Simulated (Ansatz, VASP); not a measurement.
## Se in VASP and in Ansatz

File INCAR:

```
ALGO = Normal
EDIFF = 1E-6
EDIFFG = -0.03
ENCUT = 600
GGA = PS
IBRION = 2
ISIF = 3
ISMEAR = 1
LASPH = T
LCHARG = F
LREAL = F
LWAVE = F
NELM = 60
NSW = 80
PREC = Accurate
SIGMA = 0.1
```

The input KPOINTS:

```
k-points
0
Gamma
  12 12 12
```

The input POSCAR:

```
Se
1.0
    2.8105630000      0.0000000000      0.0000000000
    0.0000000000      2.8105630000      0.0000000000
    0.0000000000      0.0000000000      2.8105630000
Se
1
Direct
    0.0000000000      0.0000000000      0.0000000000
```

Input for Ansatz:

```yaml
crystal:
  lattice:
    - [2.810563, 0.0, 0.0]
    - [0.0, 2.810563, 0.0]
    - [0.0, 0.0, 2.810563]
  atoms:
    - { symbol: Se, position: [0.0, 0.0, 0.0] }
kpoints:
  mp_grid:
    grid: [12, 12, 12]
    shift: [0.0, 0.0, 0.0]
hamiltonian:
  xc: pbesol
  dispersion: none
  pseudopotentials:
    kind: paw
    azcp:
      folder: soft_1
scf:
  occupations:
    method: cold
    width: 0.1
relax:
  f_tol: 0.03
  cell: {}
```

This isn't the form of Se at room conditions, which is trigonal, of chains.

Alike in both runs: task relaxation of cell and atoms; functional PBEsol; k mesh 12 × 12 × 12; no spin polarisation.

|  | VASP | Ansatz |
| --- | --- | --- |
| version | VASP 6.6.1 | Ansatz 0.2.0 |
| potentials or method | VASP PAW PBE potentials, release 64 (Se) | plane waves, PAW |
| plane-wave cutoff (eV) | 600 | 420 |
| occupations | methfessel-paxton of order 1, width 0.1 eV | cold, width 0.1 eV |
| valence electrons in the cell | 6 | 16 |

|  | VASP | Ansatz | Ansatz less VASP |
| --- | --- | --- | --- |
| relaxed volume (Å³/atom) | 21.69 | 21.65 | -0.037 |
| relaxed cell length with the largest relative difference (Å) | 2.789 | 2.787 | -0.0016 |
| energy change over the relaxation (meV/atom) | -3 | -3 | -0.4 |

The two sets of potentials don't hold the same shells in valence. Ansatz warned: «pseudo_functional_mismatch».

Caveats: the PAW data sets were made with another functional, which shifts forces and pressure a little (VASP).
